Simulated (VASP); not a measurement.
**C (distorted diamond): one LDA single-point calculation in two programs**

```
C
1.0
    -0.09190    1.79990    1.83650
     1.73540   -0.02130    1.76580
     1.72620    1.72000   -0.01200
C
2
Direct
  0.08670 0.12420 0.91990
  0.16160 0.30670 0.28880
```

Each program uses its own PAW datasets. VASP's cell holds 8 valence electrons and Ansatz's 8. LDA means the Perdew–Zunger form with relativistic exchange in VASP and the Perdew–Wang form in Ansatz. Ansatz's stress includes a Pulay correction; VASP's doesn't.

Cutoffs: 520 eV in VASP, 420 eV in Ansatz. k meshes: 10×10×10 and 10×10×10.

```
                                                                      VASP                             Ansatz
gap between bands v and c on the k mesh  -1.06 eV (bands overlap: a metal)  -1.08 eV (bands overlap: a metal)
         least direct gap on the k mesh                            0.16 eV                            0.16 eV
                               pressure                           65.4 GPa                           64.7 GPa
                          largest force                          8.55 eV/Å                          8.57 eV/Å
```

Forces (eV/Å), VASP:

```csv
atom,Fx,Fy,Fz
C,-2.716,1.537,-7.960
C,2.716,-1.537,7.960
```

Ansatz:

```
atom      Fx      Fy      Fz
   C  -2.722   1.540  -7.975
   C   2.722  -1.540   7.975
```
